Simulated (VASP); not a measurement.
# C (Fd-3m) in VASP: a series of runs, part 3 of 3

VASP 6.6.1. Earlier steps stand in the parts before.

**6. Dielectric tensor, LDA**

The input, INCAR:

```
PREC = Accurate
ENCUT = 460
EDIFF = 1E-8
ISMEAR = 0
SIGMA = 0.01
LREAL = False
LASPH = True
NELM = 100
ALGO = Normal
ISIF = 2
LWAVE = False
LCHARG = False
GGA = CA
LEPSILON = True
```

The input, KPOINTS:

```
Automatic mesh
0
Gamma
  7 7 7
```

The input, POSCAR:

```
C
1.0
    0.0000000000      1.7833700000      1.7833700000
    1.7833700000      0.0000000000      1.7833700000
    1.7833700000      1.7833700000      0.0000000000
C
2
Direct
    0.7500000000      0.7500000000      0.7500000000
    0.5000000000      0.5000000000      0.5000000000
```

Potentials or basis: VASP PAW LDA potentials, release 64 (C).

The run is started by

```console
$ cat potpaw_LDA.64/C/POTCAR > POTCAR
$ mpirun -np 1 vasp_std > vasp.out
```

OUTCAR:

```text
PREC = Accurate
   ENCUT = 460
   EDIFF = 1E-8
   ISMEAR = 0
   LREAL = False
   LASPH = True
   NELM = 100
   ISIF = 2
   GGA = CA
   LEPSILON = True

 Found     20 irreducible k-points:

 Following reciprocal coordinates:
            Coordinates               Weight
  0.000000  0.000000  0.000000      1.000000
  0.142857  0.000000  0.000000      8.000000
  0.285714  0.000000  0.000000      8.000000
  0.428571  0.000000  0.000000      8.000000
  0.142857  0.142857  0.000000      6.000000
  0.285714  0.142857  0.000000     24.000000
   k-points           NKPTS =     20   k-points in BZ     NKDIM =     20   number of bands    NBANDS=      8
   number of dos      NEDOS =    301   number of ions     NIONS =      2
   total plane-waves  NPLWV =   5832
   dimension x,y,z NGX =    18 NGY =   18 NGZ =   18
[... 204 lines left out ...]
     0.00000  0.00027  0.00000
     0.00000  0.00000 -0.00107

 MACROSCOPIC STATIC DIELECTRIC TENSOR (including local field effects in DFT)
 ------------------------------------------------------
           5.931105     0.000000    -0.000000
          -0.000000     5.931105     0.000000
           0.000000     0.000000     5.931105
 ------------------------------------------------------

 PIEZOELECTRIC TENSOR (including local field effects)  for field in x, y, z        (e  Angst)
          XX          YY          ZZ          XY          YZ          ZX
  --------------------------------------------------------------------------------
  x    -0.00000     0.00000     0.00000     0.00000     0.00000     0.00000
  y     0.00000    -0.00000     0.00000     0.00000     0.00000     0.00000
  z     0.00000     0.00000     0.00000    -0.00000     0.00000    -0.00000

 PIEZOELECTRIC TENSOR (including local field effects)  for field in x, y, z        (C/m^2)
          XX          YY          ZZ          XY          YZ          ZX
  --------------------------------------------------------------------------------
  x    -0.00000     0.00000     0.00000     0.00000     0.00000     0.00000
  y     0.00000    -0.00000     0.00000     0.00000     0.00000     0.00000
  z     0.00000     0.00000     0.00000    -0.00000     0.00000    -0.00000

 BORN EFFECTIVE CHARGES (including local field effects) (in |e|, cummulative output)
 ---------------------------------------------------------------------------------
 ion    1
    1    -0.00000     0.00000     0.00000
    2     0.00000    -0.00000    -0.00000
    3     0.00000     0.00000     0.00000
 ion    2
    1     0.00000    -0.00000     0.00000
    2    -0.00000     0.00000     0.00000
    3     0.00000     0.00000    -0.00000
```

stdout:

```text
POSCAR found type information on POSCAR C
 POSCAR found :  1 types and       2 ions
 scaLAPACK will be used
 LDA part: xc-table for (Slater(with rela. corr.)+CA(PZ))
 , standard interpolation
 POSCAR, INCAR and KPOINTS ok, starting setup
 FFT: planning ... GRIDC
 FFT: planning ... GRID_SOFT
 FFT: planning ... GRID
 WAVECAR not read
 entering main loop
 Linear response reoptimize wavefunctions to high precision
 Linear response G [H, r] |phi>, progress :
  Direction:   1
 Linear response G [H, r] |phi>, progress :
  Direction:   2
 Linear response G [H, r] |phi>, progress :
  Direction:   3
 Linear response to external field (no local field effect), progress :
  Direction:   1
 dielectric tensor                  component  1 :     7.126     2.843     0.766
 Linear response to external field (no local field effect), progress :
  Direction:   2
 dielectric tensor                  component  2 :     2.843     7.121    -0.925
 Linear response to external field (no local field effect), progress :
  Direction:   3
 dielectric tensor                  component  3 :     0.766    -0.925     4.091
 Linear response to external field, progress :
  Direction:   1
 dielectric tensor                  component  1 :     5.931     1.974     0.472
 Linear response to external field, progress :
  Direction:   2
 dielectric tensor                  component  2 :     1.735     5.931    -0.445
 Linear response to external field, progress :
  Direction:   3
 dielectric tensor                  component  3 :     0.230     1.060     5.931
 Born effective charges drift removed
```

Wall time 14 s (1 thread of Intel Xeon Platinum 8559C (Emerald Rapids), shared host); peak memory 0.11 GiB.

The run converged, but some of its settings lie outside the range that counts as converged, so its numbers aren't taken as properties of the crystal.

Results:

```
Band gap on the k mesh                  : 4.22 eV, indirect (least direct gap 5.55 eV)
Electronic dielectric tensor (diagonal) : 5.93
Born charges (mean of the diagonal)     : C +0.00 e
```

Caveat: the k mesh is coarse (spacing up to 0.44 Å⁻¹), so the values aren't converged; an odd mesh through Γ misses points on the zone boundary, where band edges often lie.
